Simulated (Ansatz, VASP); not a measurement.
**B107H2N108 (V_B-H2): VASP beside Ansatz**

Wanted: the spread between two codes on one cell, functional and k mesh. The cell is taken from a series of runs on this material, whose earlier steps may have relaxed, scaled, displaced or heated it; both programs get it as it stands.

Method: plane waves, with VASP 6.6.1 beside it; PBE, in Ansatz 0.2.0.

## 1. Set-up

The cell holds 217 atoms: 107 B, 108 N and 2 H. Its edges and angles: a = 10.874 Å, b = 10.874 Å, c = 10.874 Å, α = 90.0°, β = 90.0°, γ = 90.0°. It derives from BN (BN (F-43m)). Nearest the centre at fractional (0.500, 0.500, 0.667): H217 at 0.72 Å, H216 at 0.72 Å, N165 at 1.67 Å, N166 at 1.67 Å, N163 at 1.70 Å, N160 at 1.71 Å, B70 at 2.53 Å, B93 at 2.53 Å. The cell carries charge −1.

## 2. VASP: single point, PBE

With cell and atoms fixed, the geometry can't cause a difference; cores, projectors, grids and the points listed under the comparison can.

Lines of VASP's logs that name or quote its potential files are left out, and so is its time.

INCAR

```
SYSTEM = B107H2N108
PREC = Accurate
ENCUT = 520
EDIFF = 1E-06
NELM = 120
ISMEAR = -1
SIGMA = 0.01
LREAL = Auto
ALGO = Normal
GGA = PE
NELECT = 864
NBANDS = 583
LORBIT = 11
LWAVE = .FALSE.
LCHARG = .FALSE.
ISIF = 2
LASPH = .TRUE.
GGA_COMPAT = .FALSE.
EFERMI = MIDGAP
```

POSCAR

```
B107H2N108
1.0
   10.8740020704      0.0000000000      0.0000000000
    0.0000000000      0.0000000000    -10.8740020704
    0.0000000000     10.8740020704      0.0000000000
B N H
107 108 2
Direct
    0.9998629388      0.9998647169      0.0002087326
    0.9998912721      0.1665694242      0.1667609588
[... 21 atom lines left out ...]
    0.1668325429      0.4996526551      0.6668757185
[... 23 atom lines left out ...]
    0.4996610558      0.1668299412      0.6668706898
[... 3 atom lines left out ...]
    0.4998694023      0.4998620752      0.9988861630
[... 1 atom line left out ...]
    0.3314484690      0.4992720822      0.4998347629
    0.4992753473      0.3314546240      0.4998378826
    0.4998700031      0.4998635831      0.3339957311
    0.3297497282      0.3297503811      0.6660926916
    0.3353133503      0.5025815728      0.8314952211
    0.5025886674      0.3353184151      0.8314864952
[... 6 atom lines left out ...]
    0.5004584266      0.6682710206      0.4998418997
[... 1 atom line left out ...]
    0.3344940520      0.6652289327      0.6698989282
[... 1 atom line left out ...]
    0.4971463417      0.6644101476      0.8314869423
    0.5000781721      0.8328987887      0.6668704928
[... 17 atom lines left out ...]
    0.6682905233      0.5004589225      0.4998326932
[... 2 atom lines left out ...]
    0.6652417226      0.3345000710      0.6699017086
    0.6644193947      0.4971459237      0.8314927103
[... 1 atom line left out ...]
    0.8328984821      0.5000736828      0.6668751228
[... 8 atom lines left out ...]
    0.6699862934      0.6699784697      0.6660906701
[... 21 atom lines left out ...]
    0.2486784647      0.4162249432      0.4157725438
    0.2495725440      0.5828415849      0.5835840743
[... 2 atom lines left out ...]
    0.2494239691      0.4160709763      0.7495229872
    0.2483305035      0.5834664942      0.9181405835
[... 10 atom lines left out ...]
    0.2480745245      0.7516532105      0.7503856440
[... 6 atom lines left out ...]
    0.4162203554      0.2486832310      0.4157742393
[... 1 atom line left out ...]
    0.5828439441      0.2495772310      0.5835821317
[... 1 atom line left out ...]
    0.4160777018      0.2494255157      0.7495144038
[... 1 atom line left out ...]
    0.5834709584      0.2483326364      0.9181326352
[... 4 atom lines left out ...]
    0.4085068637      0.4085177143      0.5778998568
    0.4167514377      0.5829768439      0.4174955175
    0.5829828439      0.4167500182      0.4174964242
    0.5912315030      0.5912081039      0.5779024245
    0.4169334277      0.4169331901      0.9163878158
    0.4106946607      0.5890252212      0.7547576181
    0.5890371561      0.4107037521      0.7547549878
    0.5827969314      0.5827946896      0.9163878889
[... 4 atom lines left out ...]
    0.4168882850      0.7501506876      0.5835831772
[... 1 atom line left out ...]
    0.5835111327      0.7510428421      0.4157758370
[... 1 atom line left out ...]
    0.4162607488      0.7513953270      0.9181326062
[... 1 atom line left out ...]
    0.5836543412      0.7503016501      0.7495137149
[... 17 atom lines left out ...]
    0.7501630861      0.4168858205      0.5835820199
    0.7510569210      0.5835041323      0.4157697239
[... 2 atom lines left out ...]
    0.7514007731      0.4162602451      0.9181390997
    0.7503112859      0.5836576714      0.7495214289
[... 14 atom lines left out ...]
    0.4554676925      0.4555495444      0.6461710010
    0.5443031773      0.5441545102      0.6461867584
```

KPOINTS

```
Automatic mesh
0
Gamma
1 1 1
0 0 0
```

PAW data sets: B, N and H (PBE family, release 64).

On the command line:

```bash
$ export OMP_NUM_THREADS=3
$ mpirun -np 1 vasp_gam
```

Numbers of over 12 decimals in the logs are rounded to 6 here.

Log:

```text
[banner, memory and clock lines left out]
running    1 mpi-ranks, on    1 nodes
[...]
Offloading initialized ...    1 GPUs detected
[...]
LDA part: xc-table for (Slater+PW92), standard interpolation
 POSCAR, INCAR and KPOINTS ok, starting setup
[...]
entering main loop
       N       E                     dE             d eps       ncg     rms          rms(c)
DAV:   1     0.695306313740E+04    0.69531E+04   -0.52869E+05  1166   0.155E+03
DAV:   2    -0.142685319450E+04   -0.83799E+04   -0.79798E+04  1493   0.400E+02
DAV:   3    -0.196773999288E+04   -0.54089E+03   -0.53676E+03  1460   0.103E+02
DAV:   4    -0.197708481830E+04   -0.93448E+01   -0.93120E+01  1420   0.140E+01
DAV:   5    -0.197723746659E+04   -0.15265E+00   -0.15245E+00  1404   0.164E+00BRMIX: very serious problems
 the old and the new charge density differ
 old charge density:   863.00000 new  863.99999
    0.697E+01
DAV:   6    -0.188036483787E+04    0.96873E+02   -0.29442E+02  1364   0.204E+01    0.331E+01
DAV:   7    -0.187323112882E+04    0.71337E+01   -0.16890E+01  1460   0.570E+00    0.201E+01
DAV:   8    -0.187175389818E+04    0.14772E+01   -0.49891E+00  1316   0.304E+00    0.216E+00
DAV:   9    -0.187165622303E+04    0.97675E-01   -0.33652E-01  1444   0.834E-01    0.977E-01
[...]
DAV:  13    -0.187166304712E+04   -0.69010E-04   -0.19623E-04  1444   0.214E-02    0.300E-02
DAV:  14    -0.187166308025E+04   -0.33137E-04   -0.40083E-05  1332   0.101E-02    0.909E-03
DAV:  15    -0.187166308116E+04   -0.90592E-06   -0.47187E-06  1332   0.350E-03
   1 F= -.18716631E+04 E0= -.18716631E+04  d E =0.000000E+00
```

From OUTCAR (step 2):

```text
  FREE ENERGIE OF THE ION-ELECTRON SYSTEM (eV)
  ---------------------------------------------------
  free  energy   TOTEN  =     -1871.6630811609 eV

  energy  without entropy=    -1871.6630811609  energy(sigma->0) =    -1871.66308116
```

The run ends at a pressure of 2.75 GPa, with forces up to 0.020 eV/Å.

## 3. Ansatz: single point, PBE

Ansatz runs on its default PAW (the set named soft_2) files.

The same cell, functional, mesh and smearing now go to Ansatz.

input.yaml

```yaml
crystal:
  checkpoint: "../qm1.relax_smeared.run"
  host: checkpoint
total_charge: -1
basis:
  ecutwfc: 420
  xc_grid: 2
hamiltonian:
  xc: pbe
kpoints:
  mp_grid: { grid: [1, 1, 1] }
scf:
  occupations: { method: fermi_dirac, width: 0.01 }
  max_iter: 80
output:
  forces: true
  eigenvalues: true
  charged_corrections:
    epsilon: 4.61
    static_epsilon: 6.97
    defect_position: [0.5, 0.5, 0.666667]
  eigenstates: { localisation: true }
  populations: true
  band_densities: [{ bands: [v1, v1] }, { bands: [c1, c1] }]
  write_density: true
  write_potential: true
  volumetric_format: npy
checkpoint:
  read: "../qm1.relax_smeared.run"
  write: "../qm1.point.run"
  compress: false
  write_wavefunctions: false
  write_every: 100000
```

On the command line:

```bash
$ ansatz run input.yaml --threads 4 --pin off --max-ram 14131MiB --backend cpu --events-out ev --progress --plain --runs-dir out
```

Log:

```text
crystal.checkpoint: the structure is that of <dir>, a `relax` run, at its step 7: its result, under pbe at a charge of -1 e; 217 atoms read, 0 with a starting moment; crystal.structure_sha256 for this input is
Engine: ansatz 0.2.0, aarch64-unknown-linux-gnu
Pseudopotentials: kind: paw
Pseudopotential: B, paw, valence charge 3, recommended cutoff 420 eV (normal), B.paw.azcp
Pseudopotential: N, paw, valence charge 5, recommended cutoff 420 eV (normal), N.paw.azcp
Pseudopotential: H, paw, valence charge 1, recommended cutoff 420 eV (normal), H.paw.azcp
Functional definition: PBE
  parameter kappa = 0.804
  parameter beta = 0.066725
  exchange = pbe_x(kappa = kappa, mu = beta*pi^2/3)
  correlation = pbe_c(beta = beta)
Crystal: 217 atoms, lattice volume = 1285.785 Å³
Basis set: ecut = 420 eV, 25269 PW (Γ), exchange–correlation on 150×150×150 points (8 copies of the dense FFT grid, shifted against one another)
Bands: 649, of which v1, the nominal top of the filled ones, is band 432 counted from 1 (431 counted from 0)
Symmetry: 1 space group operations
Space group: P1 (ITA 1), of the structure as read, at distance tolerance 1.1e-4 Å
k-points: 1
Non-local potential: B, projectors of the file, l = 0: 2, l = 1: 2, l = 2: 1
Non-local potential: N, projectors of the file, l = 0: 2, l = 1: 2, l = 2: 1
Non-local potential: H, projectors of the file, l = 0: 2, l = 1: 1
PAW form: soft (Blöchl's): semilocal exchange-correlation on the pseudo side does not see the compensation charge
PAW one-centre angular grid: B, 110 points (default); XC on 64 Gauss nodes
PAW one-centre angular grid: N, 110 points (default); XC on 64 Gauss nodes
PAW one-centre angular grid: H, 110 points (default); XC on 64 Gauss nodes
Initial density: read from a saved state, or passed on in memory by an earlier SCF of this step, an earlier step, the calling program or the single point that the run made first
Initial wavefunctions: those read from a saved state, or passed on in memory by an earlier step or the calling program
Functional: x = pbe(κ = 0.804, μ = 0.219515), c = pbe(β = 0.066725)
SCF iter   1: F=—  HF=-58424.767112 eV  |F-HF|=—  |Δ(HF+E_count)|=         —  Δρ=3.42e-6  dr2=9.89e-8  ethr=3.62e-11  ⟨swp⟩=5.0  Hψ=1503  notcnv=0
preconditioner: auto → Resta (q_TF=auto, 2.553 Å⁻¹)  ε∞=4.0  [insulator: Δε(μ)=3.458 eV  Ē_g=17.627 eV  σ=0.010 eV  W_gap=1.00  n_scr=364 (ndim 8)  ℏωp=30.4 eV  f_vac=0.000  D(μ)=0.00/eV (n_scr^D=0)  ε∞_Penn≈4.0]
SCF iter   2: F=-58424.767112 eV  HF=-58424.767112 eV  |F-HF|=4.79e-9  |Δ(HF+E_count)|=   1.20e-8  Δρ=1.29e-6  dr2=1.08e-8  ethr=1.14e-11  ⟨swp⟩=7.0  Hψ=2937  notcnv=0
SCF 1 converged in 2 iterations: F = -58424.767112 eV  dr2 = 1.08e-8
  greatest PAW one-centre occupation: 0.796 electrons in one spin orbital (limit 2), on the N atom at site 108 (counted from 0), in its partial waves of l = 0
SCF converged after 2 iterations
Free energy (F): -58424.767112 eV
Harris-Foulkes:  -58424.767112 eV  (|F-HF|=4.79e-9)
Internal energy: -58424.767112 eV  (E = F + TS)
E sigma→0 (E₀):  -58424.767112 eV
Fermi energy:    13.732841 eV
--- Per-component energies (eV) ---
  E_band       = 2745.076114
  E_kinetic    = 20010.847971
  E_local      = -19139.178611  (includes V_loc(G=0)·N_el)
  E_nonlocal   = 6102.450059
  E_hartree    = 5365.567890
  E_xc         = -10079.371501
  E_vxc        = -12539.461499  (∫ρ·V_xc dr)
  E_paw        = -22217.688722  (= ΣΔE_a)
  E_vpaw       = -2420.726123  (= ΣTr[D̂ρ^β])
  E_aug_tail   = 0.008616  (compensation charges beyond the density's cutoff)
  E_ewald      = -38467.402814
  E_smearing   = -0.000000  (= −TS)
  E_closure    = 0.000000  (closes the sum)
  E_deformation_potential = -20.558761  (in the stress; not in F)
  Σ components = -58424.767112   (vs F -58424.767112, Δ=0.00e0)
--- Forces (eV/Å), atoms counted from 1 ---
  atom   1  B      0.00133042     0.00020322     0.00025954
  atom   2  B      0.00167712    -0.00069118     0.00128816
  atom   3  B      0.00138267    -0.00073129     0.00048735
  atom   4  B      0.00120472     0.00052796     0.00106770
  atom   5  N     -0.00123295     0.00076122    -0.00053281
  atom   6  N     -0.00120282     0.00032541    -0.00100330
  atom   7  N     -0.00048372     0.00028412    -0.00095266
  atom   8  N     -0.00112801     0.00113225    -0.00129963
  atom   9  B      0.00145316    -0.00139880     0.00026733
  atom  10  B      0.00116318    -0.00061865     0.00121019
  atom  11  B      0.00153826    -0.00110975     0.00036767
  atom  12  B      0.00157967    -0.00121223     0.00140513
  atom  13  N     -0.00137144     0.00012503    -0.00071337
  atom  14  N     -0.00107044     0.00095623    -0.00124893
  atom  15  N     -0.00094834     0.00088259    -0.00027092
  atom  16  N     -0.00071253     0.00043279    -0.00016319
  atom  17  B      0.00127101     0.00035962     0.00017965
[...]
--- Löwdin populations: 217 sites ---
  site symbol       q [e]
     0      B      2.6926
     1      B      2.6925
     2      B      2.6925
     3      B      2.6929
     4      N      5.2847
     5      N      5.2850
     6      N      5.2850
     7      N      5.2849
     8      B      2.6925
     9      B      2.6927
    10      B      2.6927
    11      B      2.6925
    12      N      5.2849
    13      N      5.2844
    14      N      5.2844
    15      N      5.2835
    16      B      2.6953
    17      B      2.6931
    18      B      2.6931
    19      B      2.6944
    20      N      5.2852
    21      N      5.2862
    22      N      5.2862
    23      N      5.2850
[...]
209      B      2.6931
   210      B      2.6944
   211      N      5.2850
   212      N      5.2862
   213      N      5.2862
   214      N      5.2852
   215      H      0.7030
   216      H      0.7030
  spilling = 0.003614 (of n_electrons = 864.000000)
--- Band densities, each state counted as filled ---
  window                                       electrons  max residual (eV)  cut levels
  bands: [v1, v1]                               2.000000             2.5e-9           0
  bands: [c1, c1]                               2.000000             1.4e-5           0
```

## 4. Comparison

Known differences besides the potentials themselves: the cutoff is 420 eV in Ansatz and 520 eV in VASP (PREC = Accurate, projectors in real space). Total energies have different zeros and are not compared.

The two programs side by side:

```tsv
quantity	Ansatz	VASP	difference
gap on the k mesh (eV)	3.458	3.444	+0.014
```

The largest component of a force difference here is 16 meV/Å. A gap on the mesh is an upper bound, since the band edges may lie between its points. The cell carries a charge of -1 e against a uniform background, so its pressure also hangs on how the neutralising background is counted, and in a defect's cell a gap may be the spacing between its levels.

## 5. Summary of results

| Item | Value |
| --- | --- |
| difference in gap on the k mesh (single point, PBE) | 0.014 eV |

**Reading.** The difference in gap on the k mesh is 0.014 eV (single point, PBE), within the 0.08 eV picked in this series as the mark of a large difference. How closely two codes agree says nothing of how well the functional describes the real material.

[Lines on the potential files, build, host, timing and source positions are cut from VASP's logs without a mark.]

[Logs are printed without paths, hosts, clocks, repeated set-up lines and the standing remarks that a program may print on its own settings, such as how far it seeks lower states.]

[Hosts, paths, dates, database ids (printed as entryN), source tags and the programs' standing remarks are cut or masked in the printed files.]
